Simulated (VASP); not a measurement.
BN, 2 atoms in the cell. The cell holds a slab with vacuum, 2 atoms: a = 2.509 Å, b = 2.509 Å, c = 18.000 Å, α = 90.00°, β = 90.00°, γ = 120.00°. 

```yaml
Program: VASP 6.6.1
Task: band structure
Functional: PBE
Dispersion: D3(BJ)
Potentials_or_basis: VASP PAW PBE potentials, release 64 (B, N)
Cutoff: 520 eV
k_mesh: 9 × 9 × 1
Occupations: gaussian, width 0.03 eV
Spin: no spin polarisation
Dipole_correction: yes
Further_INCAR_settings: ALGO = Normal; EDIFF = 1e-06; NBANDS = 11
```

Potentials or basis: VASP PAW PBE potentials, release 64 (B, N).

Run with:

```console
$ cat potpaw_PBE.64/B/POTCAR potpaw_PBE.64/N/POTCAR > POTCAR
$ mpirun -np 2 vasp_std > vasp.out
```

Hardware: 2 MPI ranks on Intel(R) Xeon(R) Platinum 8375C CPU @ 2.90GHz (Ice Lake), with other jobs on the host.

Task: Estimate the wall time of this run.

Result: Run time: 16 s on 2 MPI ranks on Intel(R) Xeon(R) Platinum 8375C CPU @ 2.90GHz (Ice Lake) (shared host), peak memory 0.22 GiB a rank. Counts: scf iterations 27, k points 12.
